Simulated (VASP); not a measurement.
# CdS in VASP: one cell, several levels of theory, part 2 of 2

The system is CdS, a lower-symmetry cell derived from the rocksalt prototype, a generated structure that needn't be the ground state.

VASP 6.6.1, plane waves, PAW. Earlier steps stand in the parts before.

## 3. Single point with r2SCAN

The input, INCAR:

```
ENCUT = 520.000000
SIGMA = 0.020000
EDIFF = 1.00e-07
ALGO = Normal
METAGGA = R2SCAN
PREC = Accurate
IBRION = -1
ISIF = 2
ISMEAR = -1
NBANDS = 16
NELM = 120
NSW = 0
LASPH = .TRUE.
LCHARG = .FALSE.
LWAVE = .FALSE.
LREAL = .FALSE.
```

The input, KPOINTS:

```
KPOINTS created by Atomic Simulation Environment
0
Gamma
8 8 8
0 0 0
```

The input, KPOINTS_OPT:

```
special points
6
Reciprocal
0.0000000000 0.0000000000 0.0000000000 1
0.5000000000 0.0000000000 0.5000000000 1
0.6250000000 0.2500000000 0.6250000000 1
0.3750000000 0.3750000000 0.7500000000 1
0.5000000000 0.5000000000 0.5000000000 1
0.5000000000 0.2500000000 0.7500000000 1
```

The input, POSCAR:

```
Cd S
 1.0000000000000000
     0.0000000000000000    2.8085798417999999    2.6656717241000001
     2.8085798417999999    0.0000000000000000    2.6656717241000001
     2.8085798417999999    2.8085798417999999    0.0000000000000000
 Cd  S
   1   1
Cartesian
  0.0000000000000000  0.0000000000000000  0.0000000000000000
  2.8085798417999994  2.8085798417999994  2.6656717241000001
```

Started as:

```bash
$ mpirun -np 1 vasp_std
```

Standard output, without the iteration lines:

```text
POSCAR found type information on POSCAR CdS
 POSCAR found :  2 types and       2 ions
 -----------------------------------------------------------------------------
|                                                                             |
|                                                                             |
|     You enforced a specific xc type in the INCAR file but a different       |
|     I HOPE YOU KNOW WHAT YOU ARE DOING!                                     |
|                                                                             |
 -----------------------------------------------------------------------------

 LDA part: xc-table for (None), standard interpolation
 POSCAR, INCAR and KPOINTS ok, starting setup
 FFT: planning ... GRIDC
 FFT: planning ... GRID_SOFT
 FFT: planning ... GRID
 WAVECAR not read
 entering main loop
 Start KPOINTS_OPT (optional k-point list driver)
k-point batch [1-6\6]
```

OSZICAR:

```text
N       E                     dE             d eps       ncg     rms          rms(c)
DAV:   1     0.823799605519E+02    0.82380E+02   -0.95208E+03  1968   0.108E+03
DAV:   2    -0.306520797117E+02   -0.11303E+03   -0.10554E+03  2288   0.263E+02
DAV:   3    -0.345738491282E+02   -0.39218E+01   -0.39157E+01  2312   0.511E+01
DAV:   4    -0.345915830249E+02   -0.17734E-01   -0.17733E-01  2408   0.342E+00
DAV:   5    -0.345917587765E+02   -0.17575E-03   -0.17575E-03  2312   0.321E-01    0.686E+00
DAV:   6    -0.295072796478E+02    0.50845E+01   -0.32779E+00  1984   0.261E+01    0.847E+00
DAV:   7    -0.294741106000E+02    0.33169E-01   -0.27407E-01  2304   0.533E+00    0.515E+00
DAV:   8    -0.294942184642E+02   -0.20108E-01   -0.69457E-02  2152   0.280E+00    0.117E+00
DAV:   9    -0.294987990883E+02   -0.45806E-02   -0.52554E-03  2304   0.656E-01    0.189E-01
DAV:  10    -0.294989429791E+02   -0.14389E-03   -0.17083E-03  2288   0.378E-01    0.118E-01
DAV:  11    -0.294989098124E+02    0.33167E-04   -0.76068E-05  2128   0.110E-01    0.838E-02
DAV:  12    -0.294989040872E+02    0.57252E-05   -0.95772E-05  2224   0.108E-01    0.779E-02
DAV:  13    -0.294989013970E+02    0.26902E-05   -0.29863E-06  2312   0.170E-02    0.918E-03
DAV:  14    -0.294989011249E+02    0.27209E-06   -0.16780E-07  2208   0.402E-03    0.440E-03
DAV:  15    -0.294989009551E+02    0.16982E-06   -0.22932E-08  1168   0.114E-03    0.146E-04
DAV:  16    -0.294989009584E+02   -0.32962E-08   -0.17938E-09  1072   0.303E-04
   1 F= -.29498901E+02 E0= -.29498901E+02  d E =-.261266E-07
       N       E                     dE             ncg
DAV:   1     0.200871507694E+04   -0.31180E+04      200
DAV:   2     0.135060936380E+04   -0.65811E+03      216
DAV:   3     0.133024637005E+04   -0.20363E+02      256
DAV:   4     0.133015606710E+04   -0.90303E-01      232
DAV:   5     0.133015523097E+04   -0.83613E-03      264
DAV:   6     0.133015521940E+04   -0.11568E-04      240
DAV:   7     0.133015521920E+04   -0.20262E-06      240
DAV:   8     0.133015521919E+04   -0.34554E-08      192
```

Parts of OUTCAR:

```text
k-points           NKPTS =     59   k-points in BZ     NKDIM =     59   number of bands    NBANDS=     16

   NELECT =      18.0000    total number of electrons

   dimension x,y,z NGX =    30 NGY =   30 NGZ =   30
   dimension x,y,z NGXF=    60 NGYF=   60 NGZF=   60

  energy-cutoff  :      520.00
  volume of cell :       42.05
      direct lattice vectors                 reciprocal lattice vectors
     0.000000000  2.808579842  2.665671724    -0.178025916  0.178025916  0.187569983
     2.808579842  0.000000000  2.665671724     0.178025916 -0.178025916  0.187569983
     2.808579842  2.808579842  0.000000000     0.178025916  0.178025916 -0.187569983

 k-points in reciprocal lattice and weights: KPOINTS created by Atomic Simulation Env
   0.00000000  0.00000000  0.00000000       0.002
   0.12500000  0.00000000  0.00000000       0.016
   0.25000000  0.00000000  0.00000000       0.016
   0.37500000  0.00000000  0.00000000       0.016
   0.50000000  0.00000000  0.00000000       0.008
   0.12500000  0.12500000  0.00000000       0.004
   0.25000000  0.12500000  0.00000000       0.016
   0.37500000  0.12500000  0.00000000       0.016
[... 51 more k-points ...]

 E-fermi :   2.7672

 k-point     1 :       0.0000    0.0000    0.0000
  band No.  band energies     occupation
      1     -10.7096      2.00000
      2      -5.4245      2.00000
      3      -5.4245      2.00000
      4      -5.4028      2.00000
      5      -5.4023      2.00000
      6      -5.3688      2.00000
      7       1.4901      2.00000
      8       1.8012      2.00000
      9       1.8012      2.00000
     10       3.8267      0.00000
     11      12.0445      0.00000
     12      12.0445      0.00000
     13      12.3095      0.00000
     14      14.0558      0.00000
     15      14.0558      0.00000
     16      14.3838      0.00000

 k-point     2 :       0.1250    0.0000    0.0000
  band No.  band energies     occupation
      1     -10.5796      2.00000
      2      -5.4549      2.00000
      3      -5.4487      2.00000
      4      -5.4271      2.00000
      5      -5.3885      2.00000
      6      -5.3571      2.00000
      7       0.5988      2.00000
      8       1.7430      2.00000
      9       1.8635      2.00000
     10       4.9002      0.00000
     11      10.9029      0.00000
     12      11.5685      0.00000
     13      12.0866      0.00000
     14      13.0714      0.00000
     15      13.2870      0.00000
     16      14.4056      0.00000

 k-point     3 :       0.2500    0.0000    0.0000
  band No.  band energies     occupation
      1     -10.2331      2.00000
      2      -5.5786      2.00000
      3      -5.5439      2.00000
      4      -5.4686      2.00000
      5      -5.3148      2.00000
      6      -5.3085      2.00000
      7      -0.8724      2.00000
      8       2.0211      2.00000
      9       2.0346      2.00000
     10       6.2082      0.00000
     11       9.6383      0.00000
     12      10.1065      0.00000
     13      10.8986      0.00000
     14      13.6046      0.00000
     15      13.8193      0.00000
     16      14.1095      0.00000

 k-point     4 :       0.3750    0.0000    0.0000
  band No.  band energies     occupation
      1      -9.8220      2.00000
      2      -5.7045      2.00000
      3      -5.6365      2.00000
      4      -5.5547      2.00000
      5      -5.2538      2.00000
      6      -5.2387      2.00000
      7      -1.9503      2.00000
      8       2.1931      2.00000
      9       2.3637      2.00000
     10       6.5443      0.00000
     11       9.0177      0.00000
     12       9.3318      0.00000
     13       9.8780      0.00000
     14      14.3637      0.00000
     15      15.0409      0.00000
     16      15.2253      0.00000

 k-point     5 :       0.5000    0.0000    0.0000
  band No.  band energies     occupation
      1      -9.6237      2.00000
      2      -5.7622      2.00000
      3      -5.6740      2.00000
      4      -5.6098      2.00000
      5      -5.2305      2.00000
      6      -5.2066      2.00000
      7      -2.3418      2.00000
      8       2.2702      2.00000
      9       2.5130      1.99999
     10       6.4456      0.00000
     11       8.6245      0.00000
     12       9.1831      0.00000
     13       9.7213      0.00000
     14      15.2725      0.00000
     15      15.7797      0.00000
     16      16.2448      0.00000

 k-point     6 :       0.1250    0.1250    0.0000
  band No.  band energies     occupation
      1     -10.5126      2.00000
      2      -5.5491      2.00000
      3      -5.4003      2.00000
      4      -5.4003      2.00000
      5      -5.3916      2.00000
      6      -5.3844      2.00000
      7       0.5834      2.00000
      8       1.6084      2.00000
      9       1.6084      2.00000
     10       5.4343      0.00000
     11      11.0553      0.00000
     12      11.6216      0.00000
     13      11.6216      0.00000
     14      11.6274      0.00000
     15      14.9124      0.00000
     16      15.4809      0.00000

 k-point     7 :       0.2500    0.1250    0.0000
  band No.  band energies     occupation
      1     -10.2369      2.00000
      2      -5.6620      2.00000
      3      -5.4525      2.00000
      4      -5.4326      2.00000
      5      -5.3497      2.00000
      6      -5.3084      2.00000
      7      -0.4553      2.00000
      8       1.5124      2.00000
      9       1.7508      2.00000
     10       6.5715      0.00000
     11       9.6782      0.00000
     12      10.2436      0.00000
     13      11.0586      0.00000
     14      12.1816      0.00000
     15      14.8654      0.00000
     16      15.5252      0.00000

 k-point     8 :       0.3750    0.1250    0.0000
  band No.  band energies     occupation
      1      -9.8759      2.00000
      2      -5.7105      2.00000
      3      -5.5460      2.00000
      4      -5.4871      2.00000
      5      -5.2883      2.00000
      6      -5.2307      2.00000
      7      -1.5778      2.00000
      8       1.6227      2.00000
      9       1.9417      2.00000
     10       6.9349      0.00000
     11       8.4482      0.00000
     12      10.0532      0.00000
     13      10.3596      0.00000
     14      13.0592      0.00000
     15      15.8940      0.00000
     16      15.8952      0.00000

[... the tables of k-points 9 to 59 left out ...]

  Total       -0.8382174     -0.8382174      0.1347237      0.0000000      0.0000000      0.0000000
  in kB      -31.9342732    -31.9342732      5.1326803      0.0000000      0.0000000      0.0000000
  external PRESSURE =     -19.5786220 kB  Pullay stress =       0.0000000 kB

 POSITION                                       TOTAL-FORCE (eV/Angst)
 -----------------------------------------------------------------------------------
      0.00000      0.00000      0.00000         0.000000      0.000000     -0.000000
      2.80858      2.80858      2.66567         0.000000      0.000000      0.000000
 -----------------------------------------------------------------------------------
    total drift:                               -0.000000      0.000000      0.000000

  FREE ENERGIE OF THE ION-ELECTRON SYSTEM (eV)
  ---------------------------------------------------
  free  energy   TOTEN  =       -29.4989009584 eV

  energy  without entropy=      -29.4989009323  energy(sigma->0) =      -29.49890095
```

It took 87 s on 1 MPI rank of Intel Xeon 6975P-C, shared host; peak memory 0.2 GiB.

The levels at the points of KPOINTS_OPT are read from vasprun.xml.

Levels at the named points, in eV from the top of band v (v: the last filled band by count, c: the next):

```tsv
point	v−1	v	c	c+1
Γ	-0.71	-0.71	1.31	9.53
X	-2.36	-1.88	0.71	6.47
U	-3.53	-1.36	2.59	6.99
K	-3.41	-1.61	2.17	6.82
L	-0.24	0.00	3.93	6.11
W	-3.28	-2.68	3.39	7.10
```

r2SCAN gives an indirect gap of 0.48 eV, from L to (0.50, 0.50, 0.00); the least direct gap is 2.03 eV. The pressure is -1.96 GPa; the forces vanish within 0.01 eV/Å.

## 4. Results

What follows sums up all 2 parts.

| level | gap (eV) | pressure (GPa) |
| --- | --- | --- |
| PBE | 0.02 | -0.24 |
| r2SCAN | 0.48 | -1.96 |

The gap spans 0.02 eV (PBE) to 0.48 eV (r2SCAN). At this one volume the pressure spans -2.0 GPa (r2SCAN) to -0.2 GPa (PBE): PBE wants the largest cell and r2SCAN the smallest.
